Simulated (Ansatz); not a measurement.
Set up this calculation in Ansatz 0.2.0, as the native input.

| Property | Result |
| --- | --- |
| Task | relaxation of cell and atoms |
| Functional | RPBE |
| Dispersion | D4 |
| Potentials or basis | all-electron LAPW, scalar-relativistic |
| Basis error allowed | 0.001 eV/atom |
| k mesh | 8 × 8 × 8 |
| Occupations | fermi-dirac, width 0.05 eV |
| Spin | no spin polarisation |

GaP:

```
CELL_PARAMETERS angstrom
0.00000 2.72525 2.72525
2.72525 0.00000 2.72525
2.72525 2.72525 0.00000
ATOMIC_POSITIONS crystal
Ga 0.00000 0.00000 0.00000
P 0.75000 0.75000 0.75000
```

One way to write it, as run:

input.yaml

```yaml
crystal:
  lattice:
    - [0.0, 2.72525, 2.72525]
    - [2.72525, 0.0, 2.72525]
    - [2.72525, 2.72525, 0.0]
  atoms:
    - { symbol: Ga, position: [0.0, 0.0, 0.0] }
    - { symbol: P, position: [0.75, 0.75, 0.75] }
kpoints:
  mp_grid: { grid: [8, 8, 8] }
scf:
  occupations: { method: fermi_dirac, width: 0.05 }
hamiltonian:
  xc: rpbe
  dispersion: d4
  pseudopotentials: { kind: all_electron, lapw: { basis_error: 0.001 } }
output:
  forces: true
  stress: true
relax:
  f_tol: 0.01
  max_steps: 60
  cell: {}
```

Potentials or basis: all-electron LAPW, scalar-relativistic.

Command:

```sh
$ ansatz run input.yaml --threads 1 --pin off --max-ram 3072MiB --backend cpu --events-out ev --progress --plain --runs-dir out
```

It gave:

```yaml
Relaxed_volume: 19.66 Å³/atom
Relaxed_cell: a = 3.817 Å, b = 3.817 Å, c = 3.817 Å, α = 60.00°, β = 60.00°, γ = 60.00°
Space_group_after_relaxing_to_0.05_Å: F-43m (No. 216)
Energy_gained_by_relaxing: 4.4 meV/atom
Ionic_steps: 4
Pressure_after_relaxing: 0.0 GPa
Band_gap_on_the_k_mesh: 1.69 eV
```

Wall time 52 s on 1 thread of Intel(R) Xeon(R) Processor @ 2.50GHz (Skylake/Cascade Lake), on a shared host, peak memory 0.32 GiB.
